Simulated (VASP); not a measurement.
# Si: molecular dynamics with a thermostat

Si, P6_3/mmc (no. 194), 8 atoms in the cell. PBE, molecular dynamics; PAW potentials Si (PBE set).

Ensemble: Nose-Hoover; Target temperature (K): 600.

## Input

INCAR:
```
SYSTEM = Si
  GGA = PE
  PREC = Normal
  ENCUT = 250
  EDIFF = 1E-6
  NELMIN = 4
  NELM = 60
  ALGO = Normal
  LREAL = Auto
  LASPH = .TRUE.
  ISMEAR = 0
  SIGMA = 0.05
  ISYM = 0
  LWAVE = .FALSE.
  LCHARG = .FALSE.
  IBRION = 0
  NSW = 60
  POTIM = 2.0
  TEBEG = 600
  ISIF = 2
  RANDOM_SEED = 897401 0 0
  MDALGO = 2
  SMASS = 0
  KPAR = 2
```

KPOINTS:
```
k-points
0
Gamma
  3 2 2
```

POSCAR:
```
Si
1.0
    3.8313174605      0.0000000000      0.0000000000
    0.0000000000      6.6360365016      0.0000000000
    0.0000000000      0.0000000000      6.3326220002
Si
8
Direct
    0.5000000000      0.1666666666      0.9369905000
    0.0000000001      0.6666666666      0.9369905000
    0.0000000000      0.3333333334      0.4369905000
    0.5000000000      0.8333333334      0.4369905000
    0.5000000000      0.1666666666      0.5630095000
    0.0000000001      0.6666666666      0.5630095000
    0.0000000000      0.3333333334      0.0630095000
    0.5000000000      0.8333333334      0.0630095000
```

Commands:
```
cat potpaw_PBE.64/Si/POTCAR > POTCAR
mpirun -np 2 vasp_std > vasp.out
```

## Result

- Mean temperature (K): 582
- Standard error of the mean temperature (K): 53
- Relative fluctuation of the kinetic energy: 0.239
- Canonical value of that fluctuation: 0.309
- Rise of the mean potential energy above the start (meV/atom): 92.4
- Electronic steps per ionic step after the first: 4.0

Course of the run:

| Time (fs) | Temperature (K) | Potential energy less the first (meV/atom) |
|---|---|---|
| 2 | 600 | 0.0 |
| 12 | 467 | 16.0 |
| 20 | 386 | 29.7 |
| 30 | 546 | 26.8 |
| 38 | 709 | 29.1 |
| 48 | 607 | 62.4 |
| 56 | 526 | 84.6 |
| 66 | 676 | 87.7 |
| 74 | 656 | 105.7 |
| 84 | 396 | 148.8 |
| 92 | 378 | 163.4 |
| 102 | 777 | 152.5 |
| 110 | 871 | 174.9 |
| 120 | 556 | 228.6 |

REPORT:
```
MDALGO =   2
               SCALING =       0
                 CNEXP =     9.000   14.000
           RANDOM_SEED =            897401                0                0

   original number of atomic DOF:         21
   number of independent constraints:      0
   number of active DOF:                  21

========================================
         MD step No.       1
========================================

  Atomic velocities initialized by STEP_tb

  >Energies
                    E_tot             E_pot             E_kin               EPS                ES
   e_b>   -0.42265453E+02   -0.42807995E+02    0.54254179E+00    0.00000000E+00    0.00000000E+00

  >Temperature
               T_sim     T_inst
   tmprt>    600.000    599.609

  >Thermostat:
           s(n+1) sdot(n+1)      s(n)   sdot(n)        Qs
   s_b>  -0.00001  -0.00002   0.00000   0.00000   0.23140

           RANDOM_SEED =            897401               48                0

[... steps left out ...]

========================================
         MD step No.      60
========================================

  >Energies
                    E_tot             E_pot             E_kin               EPS                ES
   e_b>   -0.42265722E+02   -0.40978987E+02    0.50306988E+00    0.15615330E-01   -0.18054203E+01

  >Temperature
               T_sim     T_inst
   tmprt>    600.000    555.986

  >Thermostat:
           s(n+1) sdot(n+1)      s(n)   sdot(n)        Qs
   s_b>  -1.68217  -0.01997  -1.66277  -0.01884   0.23140

           RANDOM_SEED =            897401               48                0
```

OSZICAR:
```
N       E                     dE             d eps       ncg     rms          rms(c)
DAV:   1     0.413658167383E+02    0.41366E+02   -0.79168E+03   336   0.697E+02
DAV:   2    -0.398847320255E+02   -0.81251E+02   -0.76588E+02   466   0.133E+02
DAV:   3    -0.434840583506E+02   -0.35993E+01   -0.34788E+01   424   0.261E+01
DAV:   4    -0.435572997816E+02   -0.73241E-01   -0.73132E-01   425   0.429E+00
DAV:   5    -0.435585749359E+02   -0.12752E-02   -0.12747E-02   424   0.532E-01    0.107E+01
DAV:   6    -0.430400949880E+02    0.51848E+00   -0.28171E-01   371   0.229E+00    0.655E+00
DAV:   7    -0.428026277514E+02    0.23747E+00   -0.60008E-01   386   0.349E+00    0.361E-01
DAV:   8    -0.428066514274E+02   -0.40237E-02   -0.29190E-02   391   0.857E-01    0.134E-01
DAV:   9    -0.428077340971E+02   -0.10827E-02   -0.14545E-03   404   0.213E-01    0.116E-01
DAV:  10    -0.428079901545E+02   -0.25606E-03   -0.36001E-04   376   0.958E-02    0.166E-02
DAV:  11    -0.428079914504E+02   -0.12959E-05   -0.48576E-06   411   0.117E-02    0.117E-02
DAV:  12    -0.428079953947E+02   -0.39443E-05   -0.60090E-06   381   0.131E-02    0.222E-03
[... left out ...]
     58 T=   665. E= -.42266322E+02 F= -.41119404E+02 E0= -.41118948E+02  EK= 0.60197E+00 SP= -.18E+01 SK= 0.16E-01
     59 T=   601. E= -.42265953E+02 F= -.41039147E+02 E0= -.41038254E+02  EK= 0.54355E+00 SP= -.18E+01 SK= 0.15E-01
[... last step whole ...]
       N       E                     dE             d eps       ncg     rms          rms(c)
DAV:   1    -0.409789704269E+02    0.60177E-01   -0.50854E-04   588   0.100E+00    0.242E-02
DAV:   2    -0.409789876329E+02   -0.17206E-04   -0.27572E-04   386   0.905E-02    0.127E-02
DAV:   3    -0.409789870409E+02    0.59207E-06   -0.91098E-06   430   0.161E-02    0.739E-03
DAV:   4    -0.409789865435E+02    0.49738E-06   -0.83025E-07   283   0.500E-03
     60 T=   556. E= -.42265722E+02 F= -.40978987E+02 E0= -.40977750E+02  EK= 0.50307E+00 SP= -.18E+01 SK= 0.16E-01
```

Limits: 120 fs of 8 atoms are too short for converged averages; the cell is only 3.8 Å across, so each atom moves in step with near copies of itself.

VASP 6.6.1 took 68 s on 2 cores (Intel Xeon Platinum 8488C (Sapphire Rapids)), a shared host.
